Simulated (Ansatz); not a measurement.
## (110) slab of rocksalt LiH, 9.8 Å thick as cut, bare faces

Ansatz, PAW, plane waves, no spin–orbit coupling unless named; atoms relaxed with PBEsol, the curve by HSE06. The curve holds the local part of the PAW potentials, so its shape inside matter depends on the files.

```
H Li
1.0
     1.98998   -1.98998    0.00000
     0.00000    0.00000    3.97997
   -16.15733  -16.15733    0.00000
H Li
8 8
Direct
  0.50206 0.00064 0.71406
  0.50164 0.00103 0.46905
  0.50175 0.00092 0.59229
  0.50098 0.00139 0.34496
  0.00167 0.50088 0.53125
  0.00083 0.50141 0.28617
  0.00193 0.50057 0.65531
  0.00138 0.50133 0.40803
  0.00215 0.00076 0.53175
  0.00095 0.00107 0.29049
  0.00206 0.00062 0.65731
  0.00191 0.00071 0.40911
  0.50199 0.50042 0.70977
  0.50225 0.50085 0.46859
  0.50210 0.50045 0.59122
  0.50117 0.50116 0.34291
```

Planar mean of the electrostatic potential energy along the normal, from the vacuum level:

| z (Å) | v (eV) |
| --- | --- |
| 0.00 | 0.00 |
| 0.29 | 0.00 |
| 0.71 | 0.00 |
| 1.00 | 0.00 |
| 1.29 | 0.00 |
| 1.71 | 0.00 |
| 2.00 | 0.00 |
| 2.43 | 0.00 |
| 2.71 | 0.00 |
| 3.00 | 0.00 |
| 3.43 | 0.00 |
| 3.71 | 0.00 |
| 4.00 | -0.01 |
| 4.43 | -0.04 |
| 4.71 | -0.08 |
| 5.14 | -0.24 |
| 5.43 | -0.50 |
| 5.71 | -1.03 |
| 6.14 | -3.35 |
| 6.43 | -6.38 |
| 6.71 | -6.72 |
| 7.14 | -4.08 |
| 7.43 | -4.51 |
| 7.85 | -7.22 |
| 8.14 | -5.40 |
| 8.43 | -3.08 |
| 8.85 | -3.60 |
| 9.14 | -6.18 |
| 9.43 | -6.94 |
| 9.85 | -3.70 |
| 10.14 | -3.42 |
| 10.57 | -6.66 |
| 10.85 | -6.66 |
| 11.14 | -4.12 |
| 11.57 | -3.21 |
| 11.85 | -5.33 |
| 12.14 | -7.18 |
| 12.57 | -4.28 |
| 12.85 | -3.19 |
| 13.28 | -5.84 |
| 13.57 | -7.10 |
| 13.85 | -4.87 |
| 14.28 | -2.62 |
| 14.57 | -3.98 |
| 14.85 | -6.65 |
| 15.28 | -5.61 |
| 15.57 | -4.01 |
| 15.99 | -5.66 |
| 16.28 | -7.09 |
| 16.57 | -4.98 |
| 16.99 | -1.48 |
| 17.28 | -0.74 |
| 17.57 | -0.36 |
| 17.99 | -0.12 |
| 18.28 | -0.05 |
| 18.71 | -0.02 |
| 18.99 | -0.01 |
| 19.28 | -0.01 |
| 19.71 | 0.00 |
| 19.99 | 0.00 |
| 20.28 | 0.00 |
| 20.71 | 0.00 |
| 20.99 | 0.00 |
| 21.42 | 0.00 |
| 21.71 | 0.00 |
| 21.99 | 0.00 |
| 22.42 | 0.00 |
| 22.71 | 0.00 |

Q: How far below the vacuum level do the top filled and the lowest empty level lie, by each functional?

A: PBEsol: 4.46 and 1.45 eV (gap 3.01 eV, a 6×4×1 mesh); HSE06: 5.12 and 0.87 eV (gap 4.24 eV, a 4×3×1 mesh). Either level can be a surface state and not a band edge of the crystal.
